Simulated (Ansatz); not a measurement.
ZrO2:
```yaml
crystal:
  lattice:
    - [3.62098, 0.00000, 0.00000]
    - [0.00000, 3.62098, 0.00000]
    - [0.00000, 0.00000, 5.28284]
  atoms:
    - { symbol: Zr, position: [0.00000, 0.00000, 0.00000] }
    - { symbol: Zr, position: [0.50000, 0.50000, 0.50000] }
    - { symbol: O, position: [0.00000, 0.50000, 0.30717] }
    - { symbol: O, position: [0.00000, 0.50000, 0.80717] }
    - { symbol: O, position: [0.50000, 0.00000, 0.19283] }
    - { symbol: O, position: [0.50000, 0.00000, 0.69283] }
```

Cartesian axes are those of the cell as given.

Problem. Give the high-frequency dielectric tensor and the Born effective charge tensors of the independent atoms from DFPT, the program Ansatz at the PBE level (PAW).

Solution. 
ε∞:
```
5.73  0.00  0.00
0.00  5.73  0.00
0.00  0.00  4.99
```
Z* of atom 1 (Zr), rows: field, columns: displacement, in e:
```
5.79  0.00  0.00
0.00  5.79  0.00
0.00  0.00  4.80
```
Z* of atom 3 (O), rows: field, columns: displacement, in e:
```
-3.78   0.00   0.00
 0.00  -2.01   0.00
 0.00   0.00  -2.40
```

Static charges for comparison (Bader): Zr1 +2.61, O3 -1.30 e. Born charges measure polarisation by displacement and can exceed these by far.

Space group P4_2/nmc. This is a known high-temperature phase of the composition, computed here at zero pressure and temperature. The cell was relaxed with PBE under the symmetry of its start; whether a distortion lowers the energy is not shown. No spin polarisation was allowed. Spin–orbit coupling is left out wherever it is not named.

Potentials: the later of the program's two PAW sets.
